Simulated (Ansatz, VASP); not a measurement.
# Ge: VASP beside Ansatz

Contents of INCAR:

```
PREC = Accurate ; ENCUT = 600
EDIFF = 1E-6 ; ISMEAR = 0
SIGMA = 0.1 ; LREAL = F
LASPH = T ; NELM = 100
ALGO = Fast ; ISIF = 3
LWAVE = F ; LCHARG = F
GGA = PE ; IBRION = 2
NSW = 90 ; EDIFFG = -0.04
```

The input KPOINTS:

```
regular mesh
0
Gamma
  4 4 4
```

File POSCAR:

```
Ge
1.0
    4.7351492461      0.0000000000      0.0000000000
    0.0000000000      4.7351492461      0.0000000000
    0.0000000000      0.0000000000      4.7351492461
Ge
4
Direct
    0.0300000000      0.0300000000      0.0300000000
    0.4700000000      0.9700000000      0.5300000000
    0.5300000000      0.4700000000      0.9700000000
    0.9700000000      0.5300000000      0.4700000000
```

Input for Ansatz:

```yaml
crystal:
  lattice:
    - [4.7351492461, 0.0, 0.0]
    - [0.0, 4.7351492461, 0.0]
    - [0.0, 0.0, 4.7351492461]
  atoms:
    - { symbol: Ge, position: [0.03, 0.03, 0.03] }
    - { symbol: Ge, position: [0.47, 0.97, 0.53] }
    - { symbol: Ge, position: [0.53, 0.47, 0.97] }
    - { symbol: Ge, position: [0.97, 0.53, 0.47] }
basis:
  ecutwfc: 420
kpoints:
  mp_grid: { grid: [4, 4, 4] }
hamiltonian:
  xc: pbe
scf:
  occupations: { method: gaussian, width: 0.1 }
  lower_state_search: "off"
output:
  forces: true
  stress: true
  eigenvalues: true
relax:
  adjacent_minimum: "off"
  f_tol: 0.04
  max_steps: 70
  cell: { stress_tol: 0.4 }
```

Alike in both runs: task relaxation of cell and atoms; functional PBE; k mesh 4 × 4 × 4; occupations gaussian, width 0.1 eV; no spin polarisation.

```csv
,VASP,Ansatz
version,VASP 6.6.1,Ansatz 0.2.0
potentials or method,"VASP PAW PBE potentials, release 64 (Ge_d)","scalar-relativistic, plane waves, PAW"
plane-wave cutoff (eV),600,420
valence electrons in the cell,56,56
```

|  | VASP | Ansatz | Ansatz less VASP |
| --- | --- | --- | --- |
| gap on the k mesh at the Fermi level, each at its own relaxed structure (eV) | none | none | - |
| relaxed volume (Å³/atom) | 19.97 | 19.72 | -0.255 |
| relaxed cell length with the largest relative difference (Å) | 4.307 | 4.289 | -0.0184 |
| energy change over the relaxation (meV/atom) | -257 | -259 | -2.4 |

A gap of «none» marks a metal or a gap that the smearing closes.

Caveats: the volume moved by over 15 % at a fixed basis, so the end points are rough.
